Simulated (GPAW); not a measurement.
Runs of GPAW 26.7.0 on KCl (Sylvite). Symmetry: Fm-3m, No. 225, cubic system. Conventional cell: a = 6.293 Å, b = 6.293 Å, c = 6.293 Å, α = 90.00°, β = 90.00°, γ = 90.00°. K (site symmetry m-3m) has 6 Cl at 3.15 Å as nearest neighbours. Cl (site symmetry m-3m) is surrounded by 6 K at 3.15 Å. 

```tsv
task	level	potentials or basis	cell	k mesh	cutoff (eV)	smearing	response ecut	frequency	extrapolate	qp bands	integrate gamma	mesh quality	gap on the mesh (eV)	pressure (GPa)	V0 of scaled cells (Å³/atom)	B0 (GPa)
equation of state	PBEsol	PAW data sets generated in the run's folder for this functional, pw	as given	7 × 7 × 7	600	fermi-dirac 0.05 eV	-	-	-	-	-	not flagged	-	-	30.40	(b)
band structure	vdW-DF	GPAW PAW data sets (gpaw-data 1.2.1), pw	as given	7 × 7 × 7	600	fermi-dirac 0.05 eV	-	-	-	-	-	not flagged	5.33	-	-	-
band structure	PBE	PAW data sets generated in the run's folder for this functional, pw	as given	7 × 7 × 7	600	fermi-dirac 0.05 eV	-	-	-	-	-	not flagged	5.19	0.7	-	-
equation of state	PBE	GPAW PAW data sets (gpaw-data 1.2.1), pw	as given	7 × 7 × 7	600	fermi-dirac 0.05 eV	-	-	-	-	-	not flagged	-	-	32.48	(a)
relaxation of cell and atoms	PBEsol	PAW data sets generated in the run's folder for this functional, pw	relaxed	7 × 7 × 7	600	fermi-dirac 0.05 eV	-	-	-	-	-	not flagged	5.12	0.0	-	-
band structure	BP86	PAW data sets generated in the run's folder for this functional, pw	as given	7 × 7 × 7	600	fermi-dirac 0.05 eV	-	-	-	-	-	not flagged	(c)	0.6	-	-
one-shot levels of the hybrid HSE06	LDA	the program's PAW data sets (release 1.2.1) made for this functional, pw	as given	5 × 5 × 5	500	fermi-dirac 0.05 eV	-	-	-	-	-	coarse	4.75	-2.2	-	-
```

Alike in all rows: no spin polarisation.

Q: Estimate the missing entries.

A: (a) 16; (b) 19; (c) 5.17.

Caveats: an odd mesh through Γ misses points on the zone boundary, where band edges often lie (some runs); the PAW data sets were made with another functional, which shifts forces and pressure a little (some runs); later steps reuse the first step's grids (some runs); the cutoff is short for stress and forces, so pressures can be off by a GPa or more (some runs); energy and the plain gap are those of the semilocal run (some runs); the hybrids' values are one shot on its orbitals and mesh (some runs).

Not every run made on this cell is shown here.
